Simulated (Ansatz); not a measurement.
# NaF: electron density at the nuclei under pressure

```xyz
2
Lattice="0.0000 2.3233 2.3233 2.3233 0.0000 2.3233 2.3233 2.3233 0.0000" Properties=species:S:1:pos:R:3 pbc="T T T"
Na    0.0000    0.0000    0.0000
F     2.3233    2.3233    2.3233
```

Atoms are numbered in the order listed.

The cell comes from COD entry 9007459, which wasn't checked; take it as a given geometry.

Theory: Ansatz 0.2.0, DFT, LDA, all-electron PAW with datasets made for the crystal, scalar-relativistic.

Sampling and basis: a Γ-centred 10×10×10 k mesh, Fermi–Dirac smearing of 0.02 eV, cutoff 280 eV (chosen by the program for this cell), no spin polarisation.

The contact density is the mean electron density over the nuclear volume; its changes follow the s electrons' response to bonding and compression. Changes below are taken from the unscaled cell, where it is 5839.36 e/Å³ at Na1, 3084.93 e/Å³ at F2.

Volumes at which the program chose other datasets or cutoffs are left out.

```tsv
V/V(cell)	P (GPa)	Δρ(0) Na1 (e/Å³)	Δρ(0) F2 (e/Å³)
0.9800	-3.8	0.05	-0.06
0.9900	-4.2	0.02	-0.03
1.0000	-4.6	0.00	0.00
1.0100	-5.0	-0.02	0.03
1.0200	-5.3	-0.04	0.06
1.0400	-6.0	?	?
```

**Question.** Fill in "Δρ(0) F2 (e/Å³)" for the row "1.0400".

**Answer.** 0.11.

**Question.** Give the missing entry: row "1.0400", column "Δρ(0) Na1 (e/Å³)".

**Answer.** -0.09.

The datasets are made afresh for each cell, so very small changes are uncertain.
